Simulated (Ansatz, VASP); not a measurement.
# AlFe: VASP beside Ansatz

The input INCAR:

```
SYSTEM = AlFe
PREC     = Accurate       ! precision mode
ENCUT    = 520            ! plane-wave cutoff, eV
EDIFF    = 1E-6           ! SCF threshold, eV
ISMEAR   = -1             ! smearing method
SIGMA    = 0.1            ! smearing width, eV
LREAL    = .FALSE.        ! projectors in reciprocal space
LASPH    = .TRUE.         ! aspherical terms in the spheres
NELM     = 150            ! most SCF steps
ALGO     = Normal         ! electronic algorithm
ISIF     = 2              ! what is computed and relaxed
LWAVE    = .FALSE.        ! write WAVECAR
LCHARG   = .FALSE.        ! write CHGCAR
ISPIN    = 2              ! spin polarisation
MAGMOM   = 0 4.5          ! initial moments
LORBIT   = 11             ! projections on sites
LMAXMIX  = 4              ! l up to which the mixer works
GGA      = PE             ! functional
NBANDS   = 16             ! bands
```

File KPOINTS:

```
Automatic mesh
0
G
  10 10 10
  0 0 0
```

Contents of POSCAR:

```
AlFe
1.0
    2.9196678451      0.0000000000      0.0000000000
    0.0000000000      2.9196678451      0.0000000000
    0.0000000000      0.0000000000      2.9196678451
Al Fe
1 1
Direct
    0.0000000000      0.0000000000      0.0000000000
    0.5000000000      0.5000000000      0.5000000000
```

Input for Ansatz:

```yaml
crystal:
  lattice:
    - [2.9196678451074796, 0.0, 0.0]
    - [0.0, 2.9196678451074796, 0.0]
    - [0.0, 0.0, 2.9196678451074796]
  atoms:
    - { symbol: Al, position: [0.0, 0.0, 0.0] }
    - { symbol: Fe, position: [0.5, 0.5, 0.5], spin: 4.5 }
basis:
  ecutwfc: 500.0
kpoints:
  mp_grid:
    grid: [10, 10, 10]
hamiltonian:
  xc: pbe
magnetization:
  spin_polarized: true
scf:
  occupations:
    method: fermi_dirac
    width: 0.1
output:
  stress: true
```

Alike in both runs: task single point; functional PBE; k mesh 10 × 10 × 10; occupations fermi-dirac, width 0.1 eV; collinear spin.

|  | VASP | Ansatz |
| --- | --- | --- |
| version | VASP 6.6.1 | Ansatz 0.2.0 |
| potentials or method | VASP PAW PBE potentials, release 64 (Al, Fe) | plane waves, PAW |
| plane-wave cutoff (eV) | 520 | 500 |
| valence electrons in the cell | 11 | 19 |

|  | VASP | Ansatz | Ansatz less VASP |
| --- | --- | --- | --- |
| pressure (GPa) | -7.1 | -7.1 | +0.03 |
| net moment per atom (μB) | 0.38 | 0.38 | +0.001 |
| size of the moment on the site where the two differ most (μB) | 0.03 | 0.03 | +0.006 |

Site moments also hang on the region over which each program counts them. With one functional, cell and mesh, what is left measures potentials, basis and numerics. The two sets of potentials don't hold the same shells in valence. Ansatz warned: «given_moment_on_shells».

Caveats: the moment fell far below its start of 4.5 μB, so a state of higher moment may lie lower in energy (VASP).
